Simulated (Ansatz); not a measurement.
**Convergence notes, G0W0 on GaAs (F-43m)**

A 2-atom cell of GaAs started from a crystallographic database, relaxed with r2SCAN; one-shot G0W0 in Ansatz without spin-orbit coupling. No spin polarisation and no zero-point or thermal motion.

```xyz
2
Lattice="0.0000 2.8331 2.8331 2.8331 0.0000 2.8331 2.8331 2.8331 0.0000" Properties=species:S:1:pos:R:3 pbc="T T T"
Ga    0.0000    0.0000    0.0000
As    1.4165    1.4165    1.4165
```

Gaps are read over the mesh points alone. G0W0 values are finite-basis, finite-mesh values.
```json
{"start": "HSE06", "potentials": "PAW", "frequency model": "contour deformation", "mesh": "4×4×4", "empty bands": "171", "screening cutoff (eV)": "140", "Kohn-Sham gap (eV)": "1.42", "G0W0 gap (eV)": "1.67", "rough cost": "90 core-seconds"}
{"start": "r2SCAN", "potentials": "PAW", "frequency model": "contour deformation", "mesh": "4×4×4", "empty bands": "171", "screening cutoff (eV)": "140", "Kohn-Sham gap (eV)": "0.96", "G0W0 gap (eV)": "1.45", "rough cost": "40 core-seconds"}
{"start": "PBE", "potentials": "PAW", "frequency model": "contour deformation", "mesh": "6×6×6", "empty bands": "73", "screening cutoff (eV)": "80", "Kohn-Sham gap (eV)": "0.46", "G0W0 gap (eV)": "1.28", "rough cost": "50 core-seconds"}
```

Over the mesh points the HSE06 gap of 1.42 eV becomes a quasiparticle gap of 1.67 eV (direct at Γ), a change of +0.25 eV. Renormalisation factors Z lie between 0.75 and 0.80.

Starting from r2SCAN (0.96 eV against HSE06's 1.42 eV) gives 1.45 eV, -0.22 eV from G0W0@HSE06 at the same screening cutoff. r2SCAN runs take a wave cutoff of 500 eV.

With a shallow d shell on the cation, G0W0 converges slowly in bands and cutoff, so these values are in doubt.
